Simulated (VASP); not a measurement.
Input of a VASP 6.6.1 run:

Contents of POSCAR:

```
Ca
3.9262
    0.502082419388     -0.864828633284      0.000000000000
    0.502082419388      0.864828633284      0.000000000000
    0.000000000000      0.000000000000      1.657865554480
Ca
2
Direct
    0.1644134000      0.8355866000      0.7500000000
    0.8355866000      0.1644134000      0.2500000000
```

The input INCAR.step1:

```
PREC = Accurate
ENCUT = 520
EDIFF = 1E-6
ISMEAR = 1
SIGMA = 0.2
LREAL = False
LASPH = True
NELM = 100
ALGO = Fast
ISIF = 2
LWAVE = False
LCHARG = True
GGA = PE
IVDW = 3
```

Contents of KPOINTS.step1:

```
Automatic mesh
0
Gamma
  8 8 4
```

Contents of INCAR.step2:

```
PREC = Accurate
ENCUT = 520
EDIFF = 1E-6
ISMEAR = 0
SIGMA = 0.05
LREAL = False
LASPH = True
NELM = 100
ALGO = Fast
ISIF = 2
LWAVE = False
LCHARG = False
GGA = PE
IVDW = 3
ICHARG = 11
```

File KPOINTS.step2:

```
path GXSRAZGYX1A1TY,ZT
10
line-mode
reciprocal
 0.0000000000  0.0000000000  0.0000000000  G
 0.3342616420  0.3342616420  0.0000000000  X

 0.3342616420  0.3342616420  0.0000000000  X
 0.0000000000  0.5000000000  0.0000000000  S

 0.0000000000  0.5000000000  0.0000000000  S
 0.0000000000  0.5000000000  0.5000000000  R

 0.0000000000  0.5000000000  0.5000000000  R
 0.3342616420  0.3342616420  0.5000000000  A

 0.3342616420  0.3342616420  0.5000000000  A
 0.0000000000  0.0000000000  0.5000000000  Z

 0.0000000000  0.0000000000  0.5000000000  Z
 0.0000000000  0.0000000000  0.0000000000  G

 0.0000000000  0.0000000000  0.0000000000  G
-0.5000000000  0.5000000000  0.0000000000  Y

-0.5000000000  0.5000000000  0.0000000000  Y
-0.3342616420  0.6657383580  0.0000000000  X1

-0.3342616420  0.6657383580  0.0000000000  X1
-0.3342616420  0.6657383580  0.5000000000  A1

-0.3342616420  0.6657383580  0.5000000000  A1
-0.5000000000  0.5000000000  0.5000000000  T

-0.5000000000  0.5000000000  0.5000000000  T
-0.5000000000  0.5000000000  0.0000000000  Y

 0.0000000000  0.0000000000  0.5000000000  Z
-0.5000000000  0.5000000000  0.5000000000  T
```

Potentials or basis: VASP PAW PBE potentials, release 64 (Ca_sv).

Command:

```bash
$ cat potpaw_PBE.64/Ca_sv/POTCAR > POTCAR
$ cp INCAR.step1 INCAR
$ cp KPOINTS.step1 KPOINTS
$ mpirun -np 1 vasp_std > vasp.out
$ cp INCAR.step2 INCAR
$ cp KPOINTS.step2 KPOINTS
$ mpirun -np 1 vasp_std > vasp.out
```

Question: Predict the dispersion energy per atom.

Answer: -0.035 eV.

Question: What does it give for the band gap along the path?

Answer: None (metal or under the smearing width).

Levels at the corners of the path, in eV from the Fermi level:
```
point  band 6  band 7  band 8  band 9  band 10  band 11  band 12  band 13  band 14
    Γ  -23.05  -23.05  -23.04   -4.01    -1.07    -0.27     2.19     2.25     2.27
    X  -23.11  -23.09  -23.08   -0.23    -0.23    -0.18     0.59     1.41     1.41
    X  -23.11  -23.09  -23.08   -0.23    -0.23    -0.18     0.59     1.41     1.41
    S  -23.09  -23.07  -23.06   -1.11    -0.69     0.22     0.38     1.34     1.85
    S  -23.09  -23.07  -23.06   -1.11    -0.69     0.22     0.38     1.34     1.85
    R  -23.08  -23.07  -23.07   -0.67    -0.67     0.07     0.07     1.43     1.43
    R  -23.08  -23.07  -23.07   -0.67    -0.67     0.07     0.07     1.43     1.43
    A  -23.13  -23.07  -23.07    0.15     0.15     0.36     0.36     0.49     0.49
    A  -23.13  -23.07  -23.07    0.15     0.15     0.36     0.36     0.49     0.49
    Z  -23.06  -23.06  -23.06   -3.03    -3.03     1.33     1.33     2.23     2.25
    Z  -23.06  -23.06  -23.06   -3.03    -3.03     1.33     1.33     2.23     2.25
    Γ  -23.05  -23.05  -23.04   -4.01    -1.07    -0.27     2.19     2.25     2.29
    Γ  -23.05  -23.05  -23.04   -4.01    -1.07    -0.27     2.19     2.25     2.27
    Y  -23.09  -23.07  -23.07   -1.08    -0.68     0.25     0.40     1.30     1.84
    Y  -23.09  -23.07  -23.07   -1.08    -0.68     0.25     0.40     1.30     1.84
   X1  -23.11  -23.09  -23.08   -0.23    -0.23    -0.18     0.59     1.41     1.41
   X1  -23.11  -23.09  -23.08   -0.23    -0.23    -0.18     0.59     1.41     1.41
   A1  -23.13  -23.07  -23.07    0.15     0.15     0.36     0.36     0.49     0.49
   A1  -23.13  -23.07  -23.07    0.15     0.15     0.36     0.36     0.49     0.49
    T  -23.08  -23.07  -23.07   -0.66    -0.66     0.11     0.11     1.41     1.41
    T  -23.08  -23.07  -23.07   -0.66    -0.66     0.11     0.11     1.41     1.41
    Y  -23.09  -23.07  -23.07   -1.08    -0.68     0.25     0.40     1.30     1.83
    Z  -23.06  -23.06  -23.06   -3.03    -3.03     1.33     1.33     2.23     2.25
    T  -23.08  -23.07  -23.07   -0.66    -0.66     0.11     0.11     1.41     1.41
```

Caveat: the log is that of the step along the path at fixed density, whose energy, stress, charges and moments have no meaning; atom-pairwise D2, TS and ULG terms overbind metals.
